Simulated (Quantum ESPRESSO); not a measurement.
CoO:

```
Co O
1.0
    -1.50800    1.50800    2.10725
     1.50800   -1.50800    2.10725
     1.50800    1.50800   -2.10725
Co O
1 1
Direct
  0.00000 0.00000 0.00000
  0.50000 0.50000 0.00000
```

Base run:

- Program: Quantum ESPRESSO 7.5
- Functional: PBEsol
- Potentials or basis: GBRV 1.5 PBEsol
- Cutoff: 762 eV
- Density cutoff: 6095 eV
- k mesh: 10 × 10 × 10
- Occupations: fermi-dirac, width 0.05 eV
- Spin: collinear spin, random start
- Starting moments: [1.71, 0.0] μB

Its results: band gap on the k mesh none (metal or under the smearing width); pressure -8.9 GPa.

**Question.** The run is repeated on the same cell with these changes: spin from collinear spin, random start to no spin polarisation. What comes out?

**Answer.** Band gap on the k mesh none (metal or under the smearing width); pressure -27.5 GPa.

Caveats: semilocal functionals often make such compounds metallic where correlation or magnetic order opens a gap, which also shifts bond lengths; a cell with one magnetic atom can't hold antiferromagnetic order, which such compounds often take (some runs); an odd number of electrons without spin polarisation forces a metal (some runs); a magnetic or distorted state may lie lower (some runs).
